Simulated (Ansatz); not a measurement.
Crystal: InPd.

```xyz
2
Lattice="3.2719 0.0000 0.0000 0.0000 3.2719 0.0000 0.0000 0.0000 3.2719" Properties=species:S:1:pos:R:3 pbc="T T T"
In    0.0000    0.0000    0.0000
Pd    1.6359    1.6359    1.6359
```

The cell comes from a database or a generator and needn't be the stable form of this composition.

```yaml
Program: Ansatz 0.2.0
Task: relaxation of cell and atoms
Functional: PBEsol
Potentials_or_basis: Ansatz PAW
Cutoff: "420 eV (not typed: the program's choice for these potentials)"
k_mesh: 8 × 8 × 8
Occupations: fermi-dirac, width 0.05 eV
Spin: no spin polarisation
```

At the start: volume 17.51 Å³/atom.

Task: Where does the relaxation end?

Result: It ends after 4 steps and the volume is 17.11 Å³/atom (-2.3 %); space group Pm-3m (No. 221, to 0.05 Å).

Step by step:
```
step  energy change (eV)  largest force (eV/Å)  volume (Å³)
   1              0.0000                0.0000        35.03
   2             -0.0078                0.0000        34.29
   3             -0.0079                0.0000        34.23
   4             -0.0076                0.0000        34.23
```

Final structure:
```
In Pd
1.0
     3.24676    0.00000    0.00000
     0.00000    3.24676    0.00000
     0.00000    0.00000    3.24676
In Pd
1 1
Direct
  0.00000 0.00000 0.00000
  0.50000 0.50000 0.50000
```

Caveat: the plane-wave basis is chosen anew once the cell has moved, so the energies of steps on either side of that aren't comparable; the PAW data sets come from PBE, with cores solved anew for the run's functional, which leaves a small shift of forces and pressure.
